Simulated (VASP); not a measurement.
# Hg in VASP: further runs

One slab, Hg, is run at these levels: PBE, BLYP; tasks: work function.

All numbers are computed with VASP 6.6.1; they aren't measurements. Logs are shortened: lines on timing, memory, paths and dates and some standing lists are left out, and cuts for length are marked.

## Step 1: The undisturbed slab

The cell holds a slab with vacuum, 4 atoms: a = 3.606 Å, b = 3.606 Å, c = 23.444 Å, α = 90.00°, β = 90.00°, γ = 60.06°.

The slab is cut from a database's or a generator's crystal, which needn't be the stable form of the element.

## Step 2: Work function, PBE (the (0 0 1) slab of Hg, cut from the database cell, not relaxed)

The input, INCAR:

```
ALGO = Normal
DIPOL = 0.5 0.5 0.500
EDIFF = 1E-7
ENCUT = 520
GGA = PE
IDIPOL = 3
ISIF = 2
ISMEAR = 0
LASPH = True
LCHARG = True
LDIPOL = True
LELF = True
LREAL = False
LVACPOTAV = True
LVHAR = True
LWAVE = False
NELM = 80
PREC = Accurate
SIGMA = 0.05
```

The input, KPOINTS:

```
k-points
0
Gamma
  9 9 1
```

The input, POSCAR:

```
Hg
1.0
    3.6057960290      0.0000000000      0.0000000000
    1.7995193020      3.1246592269      0.0000000000
    0.0000000000      0.0000000000     23.4440744872
Hg
4
Direct
    0.3343437984      0.3343437984      0.3199102615
    0.6692523297      0.6692523297      0.4410345604
    0.3337790654      0.3337790654      0.5589654396
    0.6686875968      0.6686875968      0.6800897385
```

Potentials or basis: VASP PAW PBE potentials, release 64 (Hg).

The run is started by

```
$ cat potpaw_PBE.64/Hg/POTCAR > POTCAR
$ mpirun -np 1 vasp_std > vasp.out
```

OUTCAR:

```text
EDIFF = 1E-7
   ENCUT = 520
   GGA = PE
   ISIF = 2
   ISMEAR = 0
   LASPH = True
   LREAL = False
   NELM = 80
   PREC = Accurate

 ion  position               nearest neighbor table
   1  0.334  0.334  0.320-   2 3.52   2 3.52   2 3.53
   2  0.669  0.669  0.441-   3 3.46   3 3.46   3 3.47   1 3.52   1 3.52   1 3.53
   3  0.334  0.334  0.559-   2 3.46   2 3.46   2 3.47   4 3.52   4 3.52   4 3.53
   4  0.669  0.669  0.680-   3 3.52   3 3.52   3 3.53

  LATTYP: Found a base centered orthorhombic cell.
 ALAT       =     3.6091731600
 B/A-ratio  =     1.7298895459
 C/A-ratio  =     6.4956912423

  Lattice vectors:

 A1 = (  -1.7995193020,  -3.1246592269,   0.0000000000)
 A2 = (   3.6057960290,   0.0000000000,   0.0000000000)
 A3 = (   0.0000000000,   0.0000000000,  23.4440744872)

Analysis of symmetry for initial positions (statically):
=====================================================================
 Subroutine PRICEL returns:
 Original cell was already a primitive cell.

 Routine SETGRP: Setting up the symmetry group for a
 base centered orthorhombic supercell.

 Subroutine GETGRP returns: Found  4 space group operations
 (whereof  2 operations were pure point group operations)
 out of a pool of  8 trial point group operations.

The static configuration has the point symmetry C_1h.
 The point group associated with its full space group is C_2h.

Analysis of symmetry for dynamics (positions and initial velocities):
=====================================================================
 Subroutine PRICEL returns:
 Original cell was already a primitive cell.

 Routine SETGRP: Setting up the symmetry group for a
 base centered orthorhombic supercell.

 Subroutine GETGRP returns: Found  4 space group operations
 (whereof  2 operations were pure point group operations)
 out of a pool of  8 trial point group operations.

The dynamic configuration has the point symmetry C_1h.
 The point group associated with its full space group is C_2h.

 Subroutine INISYM returns: Found  4 space group operations
 (whereof  2 operations are pure point group operations),
 and found     1 'primitive' translations

----------------------------------------------------------------------------------------

                                     Primitive cell

  volume of cell :     264.1417

  direct lattice vectors                    reciprocal lattice vectors
     3.605796029  0.000000000  0.000000000     0.277331272 -0.159717570  0.000000000
     1.799519302  3.124659227  0.000000000     0.000000000  0.320034899  0.000000000
     0.000000000  0.000000000 23.444074487     0.000000000  0.000000000  0.042654702

  length of vectors
     3.605796029  3.605796029 23.444074487     0.320034899  0.320034899  0.042654702

  position of ions in fractional coordinates (direct lattice)
     0.334343798  0.334343798  0.319910261
     0.669252330  0.669252330  0.441034560
     0.333779065  0.333779065  0.558965440
     0.668687597  0.668687597  0.680089739

  ion indices of the primitive-cell ions
   primitive index   ion index
                 1           1
                 2           2
                 3           3
                 4           4

----------------------------------------------------------------------------------------

 KPOINTS: k-points

Automatic generation of k-mesh.
 Grid dimensions read from file:
 generate k-points for:    9    9    1

 Generating k-lattice:

  Cartesian coordinates                     Fractional coordinates (reciprocal lattice)
     0.030814586 -0.017746397  0.000000000     0.111111111 -0.000000000  0.000000000
     0.000000000  0.035559433  0.000000000     0.000000000  0.111111111  0.000000000
     0.000000000  0.000000000  0.042654702     0.000000000  0.000000000  1.000000000

  Length of vectors
     0.035559433  0.035559433  0.042654702

  Shift w.r.t. Gamma in fractional coordinates (k-lattice)
     0.000000000  0.000000000  0.000000000

 Subroutine IBZKPT returns following result:
 ===========================================

 Found     25 irreducible k-points:

 Following reciprocal coordinates:
            Coordinates               Weight
  0.000000  0.000000  0.000000      1.000000
  0.111111  0.000000  0.000000      4.000000
  0.222222  0.000000  0.000000      4.000000
  0.333333 -0.000000  0.000000      4.000000
  0.444444  0.000000  0.000000      4.000000
  0.111111  0.111111  0.000000      2.000000
[... 16 lines left out ...]
 -0.333333  0.333333  0.000000      2.000000
  0.444444  0.444444  0.000000      2.000000
   k-points           NKPTS =     25   k-points in BZ     NKDIM =     25   number of bands    NBANDS=     28
   number of dos      NEDOS =    301   number of ions     NIONS =      4
   total plane-waves  NPLWV = 141120
   dimension x,y,z NGX =    28 NGY =   28 NGZ =  180
   dimension x,y,z NGXF=    56 NGYF=   56 NGZF=  360
   ions per type =               4
   NGX,Y,Z   is equivalent  to a cutoff of  12.91, 12.91, 12.76 a.u.
   NGXF,Y,Z  is equivalent  to a cutoff of  25.82, 25.82, 25.53 a.u.
 SYSTEM =  unknown system
   PREC   = accura    normal or accurate (medium, high low for compatibility)
   ISTART =      0    job   : 0-new  1-cont  2-samecut
   ICHARG =      2    charge: 1-file 2-atom 10-const
   ISPIN  =      1    spin polarized calculation?
   LNONCOLLINEAR =      F non collinear calculations
   LSORBIT =      F    spin-orbit coupling
   LASPH  =      T    aspherical Exc in radial PAW
   ENCUT  =  520.0 eV  38.22 Ry    6.18 a.u.   6.70  6.70 43.59*2*pi/ulx,y,z
   NELM   =     80;   NELMIN=  2; NELMDL= -5     # of ELM steps
   EDIFF  = 0.1E-06   stopping-criterion for ELM
   LREAL  =      F    real-space projection
   EDIFFG = 0.1E-05   stopping-criterion for IOM
   NSW    =      0    number of steps for IOM
   IBRION =     -1    ionic relax: 0-MD 1-quasi-New 2-CG
   NFREE  =      0    steps in history (QN), initial steepest desc. (CG)
   ISIF   =      2    stress and relaxation
   ISYM   =      2    0-nonsym 1-usesym 2-fastsym
   POTIM  = 0.5000    time-step for ionic-motion
   TEBEG  =    0.0;   TEEND  =   0.0 temperature during run
   PSTRESS=    0.0 pullay stress
   NELECT =      48.0000    total number of electrons
   NUPDOWN=      -1.0000    fix difference up-down
   EMIN   =  10.00;   EMAX   =-10.00  energy-range for DOS
   EFERMI =   0.00;   METHOD = LEGACY
   ISMEAR =     0;   SIGMA  =   0.05  broadening in eV -4-tet -1-fermi 0-gaus
   EFERMI_NEDOS =   21; number of points for ismear=-14 and -15
   IALGO  =     38    algorithm
   IMIX   =      4    mixing-type and parameters
     AMIX     =   0.40;   BMIX     =  1.00
     AMIX_MAG =   1.60;   BMIX_MAG =  1.00
  volume/ion in A,a.u.               =      66.04       445.63
  Fermi-wavevector in a.u.,A,eV,Ry     =   0.927277  1.752300 11.698876  0.859843
  Thomas-Fermi vector in A             =   2.053330
   LORBIT       =      0    0 simple, 1 ext, 2 COOP (PROOUT), +10 PAW based schemes
   GGA     = PE    functional components
   LHFCALC =     F    Hartree Fock is set to
   AEXX    =    0.0000 exact exchange contribution
   IVDW    =     0    specifies the selected vdW correction
   LEPSILON=     F    determine dielectric tensor
   LRPA    =     F    only Hartree local field effects (RPA)
 non-spin polarized calculation
 Gauss-broadening in eV      SIGMA  =   0.05
  energy-cutoff  :      520.00
  volume of cell :      264.14
 maximum number of plane-waves:      7139
   NGX = 13   NGY = 13   NGZ = 87

 dipolmoment           0.000000      0.000000     -0.000000 electrons x Angstroem

 number of electron      48.0000003 magnetization

 dipolmoment           0.000000      0.000000      0.000000 electrons x Angstroem

 Free energy of the ion-electron system (eV)
  ---------------------------------------------------
  ext. energy  EPLUGINS =         0.00000000
  ---------------------------------------------------
  free energy    TOTEN  =        -0.66098412 eV

  energy without entropy =       -0.66098412  energy(sigma->0) =       -0.66098412

 E-fermi :  -2.6618     XC(G=0):  -4.9494

 val. band max:       -2.8813789713   @ k =   0.4444   0.3333   0.0000
 cond. band min:      -1.5110410900   @ k =   0.0000   0.0000   0.0000
 fundamental gap:      1.3703378813
 Fermi energy:        -2.6617967175

 k-point     1 :       0.0000    0.0000    0.0000
  band No.  band energies     occupation
      1      -8.5706      2.00000
      2      -8.4809      2.00000
      3      -8.2880      2.00000
      4      -8.1769      2.00000
      5      -8.0932      2.00000
      6      -8.0897      2.00000
[... 20 lines left out ...]
     27       2.0003      0.00000
     28       2.9155      0.00000

 k-point     2 :       0.1111    0.0000    0.0000
  band No.  band energies     occupation
      1      -8.4138      2.00000
      2      -8.3896      2.00000
      3      -8.2237      2.00000
      4      -8.1294      2.00000
      5      -8.1021      2.00000
      6      -8.0772      2.00000
[... 20 lines left out ...]
     27       2.1773      0.00000
     28       3.0984      0.00000

 k-point     3 :       0.2222    0.0000    0.0000
  band No.  band energies     occupation
      1      -8.3605      2.00000
      2      -8.2702      2.00000
      3      -8.2381      2.00000
      4      -8.1344      2.00000
      5      -8.0982      2.00000
      6      -8.0184      2.00000
[... 20 lines left out ...]
     27       2.5940      0.00000
     28       3.1060      0.00000

 k-point     4 :       0.3333   -0.0000    0.0000
  band No.  band energies     occupation
      1      -8.4280      2.00000
      2      -8.3794      2.00000
      3      -8.3476      2.00000
      4      -8.2214      2.00000
      5      -8.1550      2.00000
      6      -8.0872      2.00000
[... 20 lines left out ...]
     27       1.0460      0.00000
     28       1.7825      0.00000

 k-point     5 :       0.4444    0.0000    0.0000
  band No.  band energies     occupation
      1      -8.4846      2.00000
      2      -8.4516      2.00000
      3      -8.4367      2.00000
      4      -8.2836      2.00000
      5      -8.1965      2.00000
      6      -8.1751      2.00000
[... 20 lines left out ...]
     27      -0.2745      0.00000
     28       0.9035      0.00000

 k-point     6 :       0.1111    0.1111    0.0000
  band No.  band energies     occupation
      1      -8.4140      2.00000
      2      -8.3897      2.00000
      3      -8.2226      2.00000
      4      -8.1273      2.00000
      5      -8.1000      2.00000
      6      -8.0758      2.00000
[... 463 lines left out ...]
      5      -8.1478      2.00000
      6      -8.1336      2.00000
[... 20 lines left out ...]
     27       0.7657      0.00000
     28       1.4765      0.00000

 k-point    22 :      -0.4444    0.3333    0.0000
  band No.  band energies     occupation
      1      -8.3764      2.00000
      2      -8.3202      2.00000
      3      -8.2780      2.00000
      4      -8.1965      2.00000
      5      -8.1276      2.00000
      6      -8.0486      2.00000
[... 20 lines left out ...]
     27       0.2013      0.00000
     28       0.8380      0.00000

 k-point    23 :      -0.3333    0.3333    0.0000
  band No.  band energies     occupation
      1      -8.3576      2.00000
      2      -8.2849      2.00000
      3      -8.2842      2.00000
      4      -8.0948      2.00000
      5      -8.0937      2.00000
      6      -8.0629      2.00000
[... 20 lines left out ...]
     27       0.1675      0.00000
     28       0.3688      0.00000

 k-point    24 :       0.4444    0.4444    0.0000
  band No.  band energies     occupation
      1      -8.4845      2.00000
      2      -8.4510      2.00000
      3      -8.4364      2.00000
      4      -8.2817      2.00000
      5      -8.1955      2.00000
      6      -8.1740      2.00000
[... 20 lines left out ...]
     27      -0.2647      0.00000
     28       0.9141      0.00000

 [... further k-points ...]

------------------------ aborting loop because EDIFF is reached ----------------------------------------

  FORCE on cell =-STRESS in cart. coord.  units (eV):
  Direction    XX          YY          ZZ          XY          YZ          ZX
  --------------------------------------------------------------------------------------
  -------------------------------------------------------------------------------------
  Total       -0.0588569     -0.0589070     -0.0448828      0.0000435      0.0000698      0.0001207
  in kB       -0.3570022     -0.3573061     -0.2722409      0.0002638      0.0004231      0.0007320
  external PRESSURE =      -0.3288497 kB  Pullay stress =       0.0000000 kB

 VOLUME and BASIS-vectors are now :
 -----------------------------------------------------------------------------
  energy-cutoff  :      520.00
  volume of cell :      264.14
      direct lattice vectors                 reciprocal lattice vectors
     3.605796029  0.000000000  0.000000000     0.277331272 -0.159717570  0.000000000
     1.799519302  3.124659227  0.000000000     0.000000000  0.320034899  0.000000000
     0.000000000  0.000000000 23.444074487     0.000000000  0.000000000  0.042654702

 POSITION                                       TOTAL-FORCE (eV/Angst)
 -----------------------------------------------------------------------------------
      1.80723      1.04471      7.50000         0.000450      0.000260     -0.004110
      3.61752      2.09119     10.33965        -0.001496     -0.000865      0.008122
      1.80418      1.04295     13.10443         0.001496      0.000865     -0.008122
      3.61447      2.08942     15.94407        -0.000450     -0.000260      0.004110
 -----------------------------------------------------------------------------------
    total drift:                               -0.000000     -0.000000      0.000002

  FREE ENERGIE OF THE ION-ELECTRON SYSTEM (eV)
  ---------------------------------------------------
  free  energy   TOTEN  =        -0.6609841181 eV

  energy  without entropy=       -0.6609841181  energy(sigma->0) =       -0.66098412

 vacuum level on the upper side and lower side of the slab         2.417         2.417
```

Run time: 1.8 min. Hardware: 1 thread of AMD EPYC 9R45 (Zen 5), shared host; peak memory 0.41 GiB.

What came out:

```
Free energy                            : -0.6610 eV
Largest force                          : 0.008 eV/Å
Band gap on the k mesh                 : 1.37 eV, indirect (least direct gap 1.80 eV)
Ionisation potential of the upper face : 5.30 eV
```

Forces on the atoms (eV/Å):
```
Hg   0.000  0.000 -0.004
Hg  -0.001 -0.001  0.008
Hg   0.001  0.001 -0.008
Hg   0.000  0.000  0.004
```

Levels at points of the mesh, in eV from the valence-band top:
```
           k point  band 22  band 23  band 24  band 25  band 26  band 27
(0.00, 0.00, 0.00)    -4.60    -3.44    -1.76     1.37     3.35     4.88
```

Caveat: spin-orbit coupling is left out, which moves the levels of the heavy elements.

## Step 3: Work function, BLYP (the (0 0 1) slab of Hg, cut from the database cell, not relaxed)

The input, INCAR:

```
PREC = Accurate
ENCUT = 520
EDIFF = 1E-6
ISMEAR = -1
SIGMA = 0.1
LREAL = False
LASPH = True
NELM = 80
ALGO = Fast
ISIF = 2
LWAVE = False
LCHARG = True
GGA = B5
ALDAX = 1.0
AGGAX = 1.0
AGGAC = 1.0
ALDAC = 0.0
LELF = True
LVHAR = True
LVACPOTAV = True
```

The input, KPOINTS:

```
regular mesh
0
Gamma
  9 9 1
```

POSCAR is that of step 2.

Potentials or basis: VASP PAW PBE potentials, release 64 (Hg).

The run is started by

```
$ cat potpaw_PBE.64/Hg/POTCAR > POTCAR
$ mpirun -np 1 vasp_std > vasp.out
```

OUTCAR:

```text
PREC = Accurate
   ENCUT = 520
   EDIFF = 1E-6
   ISMEAR = -1
   LREAL = False
   LASPH = True
   NELM = 80
   ISIF = 2
   GGA = B5

 ion  position               nearest neighbor table
   1  0.334  0.334  0.320-   2 3.52   2 3.52   2 3.53
   2  0.669  0.669  0.441-   3 3.46   3 3.46   3 3.47   1 3.52   1 3.52   1 3.53
   3  0.334  0.334  0.559-   2 3.46   2 3.46   2 3.47   4 3.52   4 3.52   4 3.53
   4  0.669  0.669  0.680-   3 3.52   3 3.52   3 3.53

[... 946 lines left out ...]
  FORCE on cell =-STRESS in cart. coord.  units (eV):
  Direction    XX          YY          ZZ          XY          YZ          ZX
  --------------------------------------------------------------------------------------
  -------------------------------------------------------------------------------------
  Total        2.0369648      2.0379119      1.6748486     -0.0008223      0.0001327      0.0002296
  in kB       12.3554108     12.3611559     10.1589597     -0.0049879      0.0008049      0.0013926
  external PRESSURE =      11.6251755 kB  Pullay stress =       0.0000000 kB

 VOLUME and BASIS-vectors are now :
 -----------------------------------------------------------------------------
  energy-cutoff  :      520.00
  volume of cell :      264.14
      direct lattice vectors                 reciprocal lattice vectors
     3.605796029  0.000000000  0.000000000     0.277331272 -0.159717570  0.000000000
     1.799519302  3.124659227  0.000000000     0.000000000  0.320034899  0.000000000
     0.000000000  0.000000000 23.444074487     0.000000000  0.000000000  0.042654702

 POSITION                                       TOTAL-FORCE (eV/Angst)
 -----------------------------------------------------------------------------------
      1.80723      1.04471      7.50000         0.000498      0.000288     -0.199563
      3.61752      2.09119     10.33965        -0.001679     -0.000970     -0.019004
      1.80418      1.04295     13.10443         0.001679      0.000970      0.019004
      3.61447      2.08942     15.94407        -0.000498     -0.000288      0.199563
 -----------------------------------------------------------------------------------
    total drift:                                0.000001      0.000000      0.000001

  FREE ENERGIE OF THE ION-ELECTRON SYSTEM (eV)
  ---------------------------------------------------
  free  energy   TOTEN  =         0.4657033028 eV

  energy  without entropy=        0.4659354363  energy(sigma->0) =        0.46581937
```

OSZICAR:

```text
N       E                     dE             d eps       ncg     rms          rms(c)
DAV:   1     0.359028833093E+03    0.35903E+03   -0.20339E+04  1400   0.141E+03
DAV:   2     0.231669289994E+02   -0.33586E+03   -0.31549E+03  1620   0.337E+02
DAV:   3     0.671495245640E+00   -0.22495E+02   -0.22064E+02  1532   0.849E+01
[... 12 lines left out ...]
RMM:  16     0.465703405252E+00   -0.19954E-05   -0.68787E-06  1074   0.182E-02    0.153E-03
RMM:  17     0.465701826027E+00   -0.15792E-05   -0.12741E-05  1124   0.215E-02    0.446E-04
RMM:  18     0.465690431693E+00   -0.11394E-04   -0.13364E-04  1536   0.578E-02    0.935E-04
RMM:  19     0.465702810666E+00    0.12379E-04   -0.73366E-05  1396   0.417E-02    0.653E-04
RMM:  20     0.465703302768E+00    0.49210E-06   -0.23640E-06   959   0.986E-03
   1 F= 0.46570330E+00 E0= 0.46581937E+00  d E =-.232134E-03
```

stdout:

```text
POSCAR found type information on POSCAR Hg
 POSCAR found :  1 types and       4 ions
 scaLAPACK will be used
 -----------------------------------------------------------------------------
|                                                                             |
|                                                                             |
|     You enforced a specific xc type in the INCAR file but a different       |
|     I HOPE YOU KNOW WHAT YOU ARE DOING!                                     |
|                                                                             |
 -----------------------------------------------------------------------------

 LDA part: xc-table for (Slater(with rela. corr.)+VWN5), standard interpolation
 POSCAR, INCAR and KPOINTS ok, starting setup
 FFT: planning ... GRIDC
 FFT: planning ... GRID_SOFT
 FFT: planning ... GRID
 WAVECAR not read
 entering main loop
```

It took 2.9 min on 1 thread of AMD EPYC 9R45 (Zen 5), shared host; peak memory 0.41 GiB.

Results:

* Free energy: 0.4657 eV
* Largest force: 0.200 eV/Å
* Band gap on the k mesh: 1.50 eV, indirect (least direct gap 1.94 eV)

Forces in eV/Å, atoms in the order of the input:
```
Hg   0.000  0.000 -0.200
Hg  -0.002 -0.001 -0.019
Hg   0.002  0.001  0.019
Hg   0.000  0.000  0.200
```

Caveat: the PAW data sets were made with another functional, which shifts forces and pressure a little; spin-orbit coupling is left out, which moves the levels of the heavy elements.
